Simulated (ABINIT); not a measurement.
# Mo (Im-3m) in ABINIT: further runs, part 2 of 2

ABINIT 10.8.3 (patched build).

## (3) Band structure, PBEsol

run.abi

```
# Datasets: ground state, then fixed potential
ndtset 2

# Pseudopotentials
pp_dirpath "./"
pseudos "Mo.upf"

# Structure
acell 2.7432376088 2.7432376088 2.7432376088 Angstrom
rprim
    -0.5773502692     0.5773502692     0.5773502692
     0.5773502692    -0.5773502692     0.5773502692
     0.5773502692     0.5773502692    -0.5773502692
ntypat 1
znucl 42
natom 1
typat 1
xcart
     0.0000000000     0.0000000000     0.0000000000 Angstrom

# Plane-wave basis
ecut 1088.455450 eV

# Exchange and correlation
ixc -116133

# Bands and occupations
occopt 3
tsmear 0.05 eV

# SCF cycle
nstep 100

# Output
iomode 3
prtwf 0
prteig 0
prtebands 0
prtden1 1

# Dataset 1
kptopt1 1
ngkpt1 12 12 12
nshiftk1 1
shiftk1 0.0 0.0 0.0
nband1 11
tolvrs1 1.0e-10

# Dataset 2: bands along G-H-N-G-P-H
iscf2 -2
getden2 1
nband2 15
nbdbuf2 2
tolwfr2 1.0e-12
kptopt2 -5
ndivsm2 5
prteig2 1
prtvol2 -3
kptbounds2
     0.0000000000     0.0000000000     0.0000000000
     0.5000000000    -0.5000000000     0.5000000000
     0.0000000000     0.0000000000     0.5000000000
     0.0000000000     0.0000000000     0.0000000000
     0.2500000000     0.2500000000     0.2500000000
     0.5000000000    -0.5000000000     0.5000000000
```

Potentials or basis: PseudoDojo NC SR PBEsol v0.4 stringent.

Launch:

```bash
abinit run.abi > log 2>&1
```

run.abo:

```text
.Version 10.8.3 of ABINIT
 DATASET    1 : space group Im -3 m (#229); Bravais cI (body-center cubic)
================================================================================
 Values of the parameters that define the memory need for DATASET  1.
     intxc =       0    ionmov =       0      iscf =       7    lmnmax =       6
     lnmax =       6     mgfft =      30  mpssoang =       3    mqgrid =    3001
     natom =       1  nloc_mem =       1    nspden =       1   nspinor =       1
    nsppol =       1      nsym =      48    n1xccc =    2501    ntypat =       1
    occopt =       3   xclevel =       2
       mpw =        1312          nfft =       27000          nkpt =          72
================================================================================
================================================================================

 DATASET    2 : space group Im -3 m (#229); Bravais cI (body-center cubic)
================================================================================
 Values of the parameters that define the memory need for DATASET  2.
     intxc =       0    ionmov =       0      iscf =      -2    lmnmax =       6
     lnmax =       6     mgfft =      30  mpssoang =       3    mqgrid =    3001
     natom =       1  nloc_mem =       1    nspden =       1   nspinor =       1
    nsppol =       1      nsym =      48    n1xccc =    2501    ntypat =       1
    occopt =       3   xclevel =       2
       mpw =        1310          nfft =       27000          nkpt =          30
[... 460 lines left out ...]
   0.62900    0.72536    1.18839    1.26038    1.31570    1.31570    1.52376
 kpt#   5, nband= 15, wtk=  1.00000, kpt=  0.2857 -0.2857  0.2857 (reduced coord)
  -1.62229   -0.68146   -0.67233   -0.67233    0.48537    0.49547    0.61199    0.61199
   0.67019    0.75829    1.17788    1.23846    1.23846    1.30053    1.60833
 kpt#   6, nband= 15, wtk=  1.00000, kpt=  0.3571 -0.3571  0.3571 (reduced coord)
  -1.61937   -0.68507   -0.67925   -0.67925    0.45467    0.46585    0.66049    0.66049
[... 59 lines left out ...]
  -1.62210   -0.68604   -0.68604   -0.65812    0.47901    0.53201    0.53201    0.69380
   0.69380    0.98007    0.99417    0.99417    1.25331    1.39065    1.39065
 kpt#  27, nband= 15, wtk=  1.00000, kpt=  0.3750 -0.1250  0.3750 (reduced coord)
  -1.62084   -0.68743   -0.68743   -0.66130    0.50322    0.50322    0.51348    0.69916
   0.69916    0.99021    1.00141    1.00141    1.33717    1.33717    1.38319
 kpt#  28, nband= 15, wtk=  1.00000, kpt=  0.4167 -0.2500  0.4167 (reduced coord)
  -1.61905   -0.68715   -0.68715   -0.67138    0.46324    0.46324    0.59137    0.72010
   0.72010    0.99179    0.99179    0.99417    1.32919    1.32919    1.44265
 kpt#  29, nband= 15, wtk=  1.00000, kpt=  0.4583 -0.3750  0.4583 (reduced coord)
  -1.61745   -0.68625   -0.68625   -0.68161    0.43201    0.43201    0.69477    0.74686
   0.74686    0.96200    0.96200    0.97541    1.35234    1.35234    1.36966
 kpt#  30, nband= 15, wtk=  1.00000, kpt=  0.5000 -0.5000  0.5000 (reduced coord)
  -1.61681   -0.68581   -0.68581   -0.68581    0.42051    0.42051    0.76078    0.76078
   0.76078    0.94462    0.94462    0.94462    1.32392    1.36658    1.36658

== END DATASET(S) ==============================================================
================================================================================

 -outvars: echo values of variables after computation  --------
            acell      5.1839677789E+00  5.1839677789E+00  5.1839677789E+00 Bohr
           etotal1    -7.0276272406E+01
            fcart1    -0.0000000000E+00 -0.0000000000E+00 -0.0000000000E+00
            rprim     -5.7735026920E-01  5.7735026920E-01  5.7735026920E-01
                       5.7735026920E-01 -5.7735026920E-01  5.7735026920E-01
                       5.7735026920E-01  5.7735026920E-01 -5.7735026920E-01
           strten1     3.1832801941E-04  3.1832801941E-04  3.1832801941E-04
                       0.0000000000E+00  0.0000000000E+00  0.0000000000E+00
 Calculation completed.
```

Wall time 43 s (1 thread of Arm Neoverse N1, shared host); peak memory 0.1 GiB.

What came out:

```
Free energy                                           : -1912.3148 eV
Pressure                                              : -9.4 GPa
Band gap on the k mesh                                : none (metal or under the smearing width)
Valence electrons inside the program's atomic spheres : Mo 10.48 (radii [1.0584] Å)
```

Levels at the corners of the path, in eV from the Fermi level:
| point | band 5 | band 6 | band 7 | band 8 | band 9 | band 10 |
| --- | --- | --- | --- | --- | --- | --- |
| Γ | -7.17 | -1.28 | -1.28 | -1.28 | 1.67 | 1.67 |
| H | -5.29 | -5.29 | 3.97 | 3.97 | 3.97 | 8.97 |
| N | -5.20 | -3.28 | 1.59 | 1.69 | 2.30 | 4.72 |
| Γ | -7.17 | -1.28 | -1.28 | -1.28 | 1.67 | 1.67 |
| P | -2.54 | -2.54 | -2.54 | 2.42 | 2.42 | 9.42 |
| H | -5.29 | -5.29 | 3.97 | 3.97 | 3.97 | 8.97 |

## (4) Band structure, LDA

run.abi

```
ndtset 2

pp_dirpath "./"
pseudos "Mo.LDA_PW-JTH.xml"

acell 3*1.0 Angstrom
rprim
    -1.5838089719     1.5838089719     1.5838089719
     1.5838089719    -1.5838089719     1.5838089719
     1.5838089719     1.5838089719    -1.5838089719
ntypat 1
znucl 42
natom 1
typat 1
xcart
     0.0000000000     0.0000000000     0.0000000000 Angstrom

ecut 15.0
pawecutdg 30.0

ixc 7

occopt 3
tsmear 0.05 eV

nstep 100

iomode 3
prtwf 0
prteig 0
prtebands 0
enunit 1
prtden1 1

kptopt1 1
ngkpt1 12 12 12
nshiftk1 1
shiftk1 0.0 0.0 0.0
nband1 11
tolvrs1 1.0e-9

iscf2 -2
getden2 1
nband2 15
nbdbuf2 2
tolwfr2 1.0e-12
kptopt2 -5
ndivsm2 6
prteig2 1
kptbounds2
     0.0000000000     0.0000000000     0.0000000000
     0.5000000000    -0.5000000000     0.5000000000
     0.0000000000     0.0000000000     0.5000000000
     0.0000000000     0.0000000000     0.0000000000
     0.2500000000     0.2500000000     0.2500000000
     0.5000000000    -0.5000000000     0.5000000000
```

Potentials or basis: JTH PAW LDA v2.0.

Launch:

```bash
abinit run.abi > log 2>&1
```

run.abo:

```text
.Version 10.8.3 of ABINIT
 DATASET    1 : space group Im -3 m (#229); Bravais cI (body-center cubic)
================================================================================
 Values of the parameters that define the memory need for DATASET  1.
     intxc =       0    ionmov =       0      iscf =      17    lmnmax =      18
     lnmax =       6     mgfft =      20  mpssoang =       3    mqgrid =    3001
     natom =       1  nloc_mem =       2    nspden =       1   nspinor =       1
    nsppol =       1      nsym =      48    n1xccc =       1    ntypat =       1
    occopt =       3   xclevel =       1
       mpw =         321          nfft =        8000          nkpt =          72
 PAW method is used; the additional fine FFT grid is defined by:
   mgfftf=        27    nfftf =     19683
================================================================================
================================================================================
[... 654 lines left out ...]
 kpt#  33, nband= 15, wtk=  1.00000, kpt=  0.4286 -0.2857  0.4286 (reduced coord)
 -47.46628  -22.14177  -22.14177  -21.80653    8.85394    8.85394   13.37830   16.32777
  16.32777   23.32422   23.32422   23.49936   33.01716   33.01716   35.29358
 kpt#  34, nband= 15, wtk=  1.00000, kpt=  0.4643 -0.3929  0.4643 (reduced coord)
 -47.43213  -22.12131  -22.12131  -22.02692    8.20969    8.20969   15.81903   16.94096
  16.94096   22.59579   22.59579   22.91997   33.21586   33.61236   33.61236
 kpt#  35, nband= 15, wtk=  1.00000, kpt=  0.5000 -0.5000  0.5000 (reduced coord)
 -47.41911  -22.11230  -22.11230  -22.11230    7.97957    7.97957   17.23068   17.23068
  17.23068   22.23094   22.23094   22.23094   32.26651   33.90914   33.90914

== END DATASET(S) ==============================================================
================================================================================

 -outvars: echo values of variables after computation  --------
            acell      1.8897261259E+00  1.8897261259E+00  1.8897261259E+00 Bohr
           etotal1    -6.9055830879E+01
            fcart1    -0.0000000000E+00 -0.0000000000E+00 -0.0000000000E+00
            rprim     -1.5838089719E+00  1.5838089719E+00  1.5838089719E+00
                       1.5838089719E+00 -1.5838089719E+00  1.5838089719E+00
                       1.5838089719E+00  1.5838089719E+00 -1.5838089719E+00
           strten1     4.7506073749E-04  4.7506073749E-04  4.7506073749E-04
                       0.0000000000E+00  0.0000000000E+00  0.0000000000E+00
 Calculation completed.
```

It took 13 s on 1 thread of Arm Neoverse N1, shared host; peak memory 0.1 GiB.

What came out:

```yaml
Free_energy: -1879.1049 eV
Pressure: -14.0 GPa
Band_gap_on_the_k_mesh: none (metal or under the smearing width)
Valence_electrons_inside_the_program's_atomic_spheres: Mo 11.30 (radii [1.1681] Å)
```

Levels at the corners of the path, in eV from the Fermi level:
```
point  band 3  band 4  band 5  band 6  band 7  band 8  band 9  band 10  band 11  band 12
    Γ  -34.44  -34.44   -7.15   -1.28   -1.28   -1.28    1.65     1.65    15.03    15.03
    H  -35.36  -35.36   -5.27   -5.27    3.98    3.98    3.98     8.98     8.98     8.98
    N  -34.86  -34.45   -5.18   -3.27    1.63    1.68    2.29     4.74    11.40    12.08
    Γ  -34.44  -34.44   -7.15   -1.28   -1.28   -1.28    1.65     1.65    15.03    15.03
    P  -35.11  -35.11   -2.52   -2.52   -2.52    2.41    2.41     9.31    11.51    11.51
    H  -35.36  -35.36   -5.27   -5.27    3.98    3.98    3.98     8.98     8.98     8.98
```

## (5) Equation of state, RPBE

run.abi

```
# Datasets: one volume each
ndtset 7
getwfk -1
scalecart1 3*0.9795861087
scalecart2 3*0.9864848297
scalecart3 3*0.9932883884
scalecart4 3*1.0000000000
scalecart5 3*1.0066227096
scalecart6 3*1.0131594038
scalecart7 3*1.0196128224

# Pseudopotentials
pp_dirpath "./"
pseudos "Mo.GGA_PBE-JTH.xml"

# Structure
acell 2.7432376088 2.7432376088 2.7432376088 Angstrom
rprim
    -0.5773502692     0.5773502692     0.5773502692
     0.5773502692    -0.5773502692     0.5773502692
     0.5773502692     0.5773502692    -0.5773502692
ntypat 1
znucl 42
natom 1
typat 1
xred
     0.0000000000     0.0000000000     0.0000000000

# Plane-wave basis
ecut 408.170794 eV
pawecutdg 30.0

# k points
kptopt 1
ngkpt 12 12 12
nshiftk 1
shiftk 0.0 0.0 0.0

# Exchange and correlation
ixc 15

# Bands and occupations
nband 11
occopt 3
tsmear 0.05 eV

# SCF cycle
nstep 100
tolvrs 1.0e-9

# Output
iomode 3
prtwf 1
prtden 0
prteig 0
prtebands 0
enunit 1
```

Potentials or basis: JTH PAW PBE v2.0.

Launch:

```bash
abinit run.abi > log 2>&1
```

Run time: 57 s. Hardware: 1 thread of Arm Neoverse N1, shared host; peak memory 0.12 GiB.

Results (log left out):

```
Equilibrium volume                      : 15.99 Å³/atom
Bulk modulus                            : 252 GPa
Pressure derivative of the bulk modulus : 4.6
```

Energy against volume, from the lowest point:
```tsv
volume (Å³/atom)	energy (meV/atom)
14.938	61.29
15.256	28.52
15.574	8.51
15.892	0.00
16.209	1.83
16.527	12.91
16.845	32.07
```

Caveat: pressures at fixed basis lie under the slope of the energies; the PAW data sets were made with another functional, which shifts forces and pressure a little.

## (6) Band structure, PBE

run.abi

```
# Datasets: ground state, then fixed potential
ndtset 2

# Pseudopotentials
pp_dirpath "./"
pseudos "Mo.upf"

# Structure
acell 3*1.0 Angstrom
rprim
    -1.5838089719     1.5838089719     1.5838089719
     1.5838089719    -1.5838089719     1.5838089719
     1.5838089719     1.5838089719    -1.5838089719
ntypat 1
znucl 42
natom 1
typat 1
xred
     0.0000000000     0.0000000000     0.0000000000

# Plane-wave basis
ecut 40.0

# Exchange and correlation
ixc 11

# Bands and occupations
occopt 3
tsmear 0.05 eV

# SCF cycle
nstep 100

# Output
iomode 3
prtwf 0
prteig 0
prtebands 0
enunit 1
prtden1 1
prtvha1 1
prtvclmb1 1
prtpot1 1
prtelf1 1

# Dataset 1
kptopt1 1
ngkpt1 12 12 12
nshiftk1 1
shiftk1 0.0 0.0 0.0
nband1 11
tolvrs1 1.0e-10

# Dataset 2: bands along G-H-N-G-P-H
iscf2 -2
getden2 1
nband2 15
nbdbuf2 2
tolwfr2 1.0e-12
kptopt2 -5
ndivsm2 6
prteig2 1
prtvol2 -3
kptbounds2
     0.0000000000     0.0000000000     0.0000000000
     0.5000000000    -0.5000000000     0.5000000000
     0.0000000000     0.0000000000     0.5000000000
     0.0000000000     0.0000000000     0.0000000000
     0.2500000000     0.2500000000     0.2500000000
     0.5000000000    -0.5000000000     0.5000000000
```

Potentials or basis: PseudoDojo NC SR PBE v0.4.1 standard.

Launch:

```bash
abinit run.abi > log 2>&1
```

run.abo:

```text
.Version 10.8.3 of ABINIT
 DATASET    1 : space group Im -3 m (#229); Bravais cI (body-center cubic)
================================================================================
 Values of the parameters that define the memory need for DATASET  1.
     intxc =       0    ionmov =       0      iscf =       7    lmnmax =       6
     lnmax =       6     mgfft =      30  mpssoang =       3    mqgrid =    3001
     natom =       1  nloc_mem =       1    nspden =       1   nspinor =       1
    nsppol =       1      nsym =      48    n1xccc =    2501    ntypat =       1
    occopt =       3   xclevel =       2
       mpw =        1312          nfft =       27000          nkpt =          72
================================================================================
================================================================================

 DATASET    2 : space group Im -3 m (#229); Bravais cI (body-center cubic)
================================================================================
 Values of the parameters that define the memory need for DATASET  2.
     intxc =       0    ionmov =       0      iscf =      -2    lmnmax =       6
     lnmax =       6     mgfft =      30  mpssoang =       3    mqgrid =    3001
     natom =       1  nloc_mem =       1    nspden =       1   nspinor =       1
    nsppol =       1      nsym =      48    n1xccc =    2501    ntypat =       1
    occopt =       3   xclevel =       2
       mpw =        1319          nfft =       27000          nkpt =          35
[... 518 lines left out ...]
  16.87351   19.64374   33.25620   33.98326   35.66498   35.66498   42.02057
 kpt#   5, nband= 15, wtk=  1.00000, kpt=  0.2500 -0.2500  0.2500 (reduced coord)
 -44.14910  -18.38669  -18.12594  -18.12594   13.19065   14.32479   16.31254   16.31254
  17.77941   20.25790   32.06644   34.96329   35.26550   35.26550   42.34430
 kpt#   6, nband= 15, wtk=  1.00000, kpt=  0.3125 -0.3125  0.3125 (reduced coord)
 -44.07066  -18.52297  -18.30300  -18.30300   13.18015   13.27809   17.21971   17.21971
[... 74 lines left out ...]
 -44.08095  -18.62684  -18.62684  -17.86282   13.56039   14.25185   14.25185   19.02983
  19.02983   27.01939   27.29675   27.29675   36.34965   37.02448   37.02448
 kpt#  32, nband= 15, wtk=  1.00000, kpt=  0.3929 -0.1786  0.3929 (reduced coord)
 -44.04388  -18.63694  -18.63694  -18.03394   13.38293   13.38293   14.89399   19.34815
  19.34815   27.20744   27.36924   27.36924   36.26304   36.26304   38.97565
 kpt#  33, nband= 15, wtk=  1.00000, kpt=  0.4286 -0.2857  0.4286 (reduced coord)
 -44.00149  -18.62197  -18.62197  -18.28998   12.47839   12.47839   16.99520   19.91741
  19.91741   26.93633   26.93633   27.16442   36.41498   36.41498   39.14826
 kpt#  34, nband= 15, wtk=  1.00000, kpt=  0.4643 -0.3929  0.4643 (reduced coord)
 -43.96768  -18.60166  -18.60166  -18.50820   11.83347   11.83347   19.41502   20.51957
  20.51957   26.23305   26.23305   26.56353   36.97979   36.97979   37.19279
 kpt#  35, nband= 15, wtk=  1.00000, kpt=  0.5000 -0.5000  0.5000 (reduced coord)
 -43.95477  -18.59270  -18.59270  -18.59270   11.60287   11.60287   20.80278   20.80278
  20.80278   25.87935   25.87935   25.87935   36.26608   37.26682   37.26682

== END DATASET(S) ==============================================================
================================================================================

 -outvars: echo values of variables after computation  --------
            acell      1.8897261259E+00  1.8897261259E+00  1.8897261259E+00 Bohr
           etotal1    -7.0279210055E+01
            fcart1    -0.0000000000E+00 -0.0000000000E+00 -0.0000000000E+00
            rprim     -1.5838089719E+00  1.5838089719E+00  1.5838089719E+00
                       1.5838089719E+00 -1.5838089719E+00  1.5838089719E+00
                       1.5838089719E+00  1.5838089719E+00 -1.5838089719E+00
           strten1     5.6003755793E-05  5.6003755793E-05  5.6003755793E-05
                       0.0000000000E+00  0.0000000000E+00  0.0000000000E+00
 Calculation completed.
```

It took 44 s on 1 thread of Arm Neoverse N1, shared host; peak memory 0.11 GiB.

Results:

- Free energy: -1912.3947 eV
- Pressure: -1.6 GPa
- Band gap on the k mesh: none (metal or under the smearing width)
- Valence electrons inside the program's atomic spheres: Mo 10.49 (radii [1.0584] Å)

Levels at the corners of the path, in eV from the Fermi level:
```
point  band 3  band 4  band 5  band 6  band 7  band 8  band 9  band 10  band 11  band 12
    Γ  -34.55  -34.55   -7.13   -1.29   -1.29   -1.29    1.67     1.67    14.95    14.95
    H  -35.47  -35.47   -5.27   -5.27    3.93    3.93    3.93     9.01     9.01     9.01
    N  -34.97  -34.56   -5.18   -3.28    1.60    1.69    2.30     4.67    11.42    12.05
    Γ  -34.55  -34.55   -7.13   -1.29   -1.29   -1.29    1.67     1.67    14.95    14.95
    P  -35.22  -35.22   -2.54   -2.54   -2.54    2.42    2.42     9.50    11.42    11.42
    H  -35.47  -35.47   -5.27   -5.27    3.93    3.93    3.93     9.01     9.01     9.01
```

## (7) The runs side by side

```csv
task,level,potentials or basis,cutoff (eV),fine-grid cutoff,gap on the mesh (eV),pressure (GPa),V0 of scaled cells (Å³/atom),B0 (GPa)
equation of state,PBEsol,JTH PAW PBE v2.0,571,1142.88 eV,-,-,15.36,283
band structure,PBEsol,PseudoDojo NC SR PBEsol v0.4 stringent,1088,-,none,-9.4,-,-
band structure,LDA,JTH PAW LDA v2.0,408,816.342 eV,none,-14.0,-,-
equation of state,RPBE,JTH PAW PBE v2.0,408,816.342 eV,-,-,15.99,252
band structure,PBE,PseudoDojo NC SR PBE v0.4.1 standard,1088,-,none,-1.6,-,-
```

Alike in all rows: no spin polarisation; cell as given; k mesh 12 × 12 × 12; smearing fermi-dirac 0.05 eV.

Caveats: pressures at fixed basis lie under the slope of the energies (some runs); the PAW data sets were made with another functional, which shifts forces and pressure a little (some runs).

Total energies depend on the potentials used, so only differences within one code and one set of settings carry meaning.
